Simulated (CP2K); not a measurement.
Here is a CP2K 2026.2 calculation.

The input cdo_scf.inp:

```
&GLOBAL
  PROJECT cdo_scf
  RUN_TYPE ENERGY_FORCE
  PRINT_LEVEL LOW
&END GLOBAL
&FORCE_EVAL
  METHOD QS
  STRESS_TENSOR ANALYTICAL
  &DFT
    BASIS_SET_FILE_NAME BASIS_MOLOPT_UZH
    POTENTIAL_FILE_NAME POTENTIAL_UZH
    &MGRID
      CUTOFF 600
      REL_CUTOFF 60
      NGRIDS 5
    &END MGRID
    &QS
      METHOD GPW
      EPS_DEFAULT 1.0E-9
    &END QS
    &KPOINTS
      SCHEME MONKHORST-PACK 10 10 10
      GAMMA_CENTERED T
      SYMMETRY T
      SYMMETRY_BACKEND SPGLIB
    &END KPOINTS
    &SCF
      SCF_GUESS ATOMIC
      EPS_SCF 1.0E-6
      MAX_SCF 100
      ADDED_MOS 10
      CHOLESKY OFF
      EPS_EIGVAL 1.0E-7
      &DIAGONALIZATION ON
        ALGORITHM STANDARD
      &END DIAGONALIZATION
      &MIXING ON
        METHOD BROYDEN_MIXING
        ALPHA 0.4
        BETA 1.5
        NBUFFER 8
      &END MIXING
      &SMEAR ON
        METHOD FERMI_DIRAC
        ELECTRONIC_TEMPERATURE 580.23
      &END SMEAR
    &END SCF
    &XC
      &XC_FUNCTIONAL
        &GGA_X_PBE_R
        &END GGA_X_PBE_R
        &GGA_C_PBE
        &END GGA_C_PBE
      &END XC_FUNCTIONAL
      &VDW_POTENTIAL
        POTENTIAL_TYPE PAIR_POTENTIAL
        &PAIR_POTENTIAL
          TYPE DFTD4
          REFERENCE_FUNCTIONAL revPBE
          D4_CUTOFF 20
        &END PAIR_POTENTIAL
      &END VDW_POTENTIAL
    &END XC
    &PRINT
      &KPOINTS ON
      &END KPOINTS
      &MULLIKEN ON
      &END MULLIKEN
      &MO ON
        ENERGIES T
        OCCUPATION_NUMBERS T
        &EACH
          QS_SCF 0
        &END EACH
        ADD_LAST NUMERIC
      &END MO
      &E_DENSITY_CUBE ON
        STRIDE 2
      &END E_DENSITY_CUBE
      &V_HARTREE_CUBE ON
        STRIDE 2
      &END V_HARTREE_CUBE
      &ELF_CUBE ON
        STRIDE 2
      &END ELF_CUBE
    &END PRINT
  &END DFT
  &SUBSYS
    &CELL
      A 3.3226947648 0.0000000000 0.0000000000
      B 1.6613473824 2.8775380753 0.0000000000
      C 1.6613473824 0.9591793584 2.7129689149
      PERIODIC XYZ
    &END CELL
    &COORD
      Cd  0.0000000000 0.0000000000 0.0000000000
      O   3.3226947648 1.9183587169 1.3564844574
    &END COORD
    &KIND Cd
      BASIS_SET TZVP-MOLOPT-PBE-GTH-q12
      POTENTIAL GTH-PBE-q12
    &END KIND
    &KIND O
      BASIS_SET TZVP-MOLOPT-PBE-GTH-q6
      POTENTIAL GTH-PBE-q6
    &END KIND
    &PRINT
      &ATOMIC_COORDINATES ON
      &END ATOMIC_COORDINATES
      &CELL ON
      &END CELL
      &SYMMETRY ON
      &END SYMMETRY
    &END PRINT
  &END SUBSYS
  &PRINT
    &FORCES ON
    &END FORCES
    &STRESS_TENSOR ON
    &END STRESS_TENSOR
  &END PRINT
&END FORCE_EVAL
```

Potentials or basis: POTENTIAL_UZH Cd GTH-PBE-q12, O GTH-PBE-q6; TZVP-MOLOPT-PBE-GTH basis.

Launch:

```console
$ OMP_NUM_THREADS=1 cp2k.psmp -i cdo_scf.inp -o cdo_scf.out
```

**Question.** What does it give for the pressure?

**Answer.** 3.5 GPa.

**Question.** What does it give for the Mulliken charges?

**Answer.** Cd +1.33; O -1.33 e.

**Question.** Estimate the band gap on the k mesh.

**Answer.** None (metal or under the smearing width).

Caveat: the potentials were made for another functional, which shifts forces and pressure; the basis of atomic orbitals isn't converged, which shifts pressures, moduli and gaps; pairwise dispersion overbinds metals, which lowers pressure and volume.
